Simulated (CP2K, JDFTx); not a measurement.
## Equation of state of Ir under r2SCAN

Space group Fm-3m (No. 225). a = 3.831 Å, b = 3.831 Å, c = 3.831 Å, α = 90.00°, β = 90.00°, γ = 90.00°
| atom | site | symmetry | x | y | z |
| --- | --- | --- | --- | --- | --- |
| Ir | 4a | m-3m | 0.0000 | 0.0000 | 0.0000 |

The cell was scaled at fixed shape and fractions and run with CP2K, POTENTIAL_UZH Ir GTH-SCAN-q17; TZVP-MOLOPT-SCAN-GTH basis; r2SCAN, k mesh 12 × 12 × 12 on the cell of 1 atom, fermi-dirac occupations of 0.05 eV, no spin polarisation, no spin-orbit coupling. Energies are those that the program minimises, any entropy of the smearing included. For a metal such a mesh isn't converged to the digits shown.

```tsv
V (Å³/atom)	energy over the lowest row (meV/atom)
13.2152	47.22
13.4963	?
13.7775	0.00
14.0587	1.27
14.3399	16.78
14.6210	44.98
14.9022	84.52
```

Q: Fit the third-order Birch-Murnaghan form, give V0, B0 and B′, and predict the energy left open.

A: With y = (V0/V)^(2/3), E = E0 + (9 V0 B0/16) [(y - 1)³ B′ + (y - 1)² (6 - 4y)]. Least squares through the rows shown give V0 = 13.8931 Å³/atom, E0 = -1.31 meV, B0 = 428.0 GPa (1 eV/Å³ = 160.218 GPa) and B′ = 4.63, with a largest miss of 0.01 meV. At V = 13.4963 the form with these constants gives 14.67 meV; the run gave 14.67 meV an atom. Other set-ups at this level, from all their volumes (Å³/atom, GPa): JDFTx, SG15-PBE-1.2 with smoothed tails (made for PBE): V0 14.164, B0 385. Measured modulus: 339 GPa (pmc:6586894, doi:10.1038/s41598-019-45401-x), so the fit lies +26.3 % from it. The runs are for a static lattice.
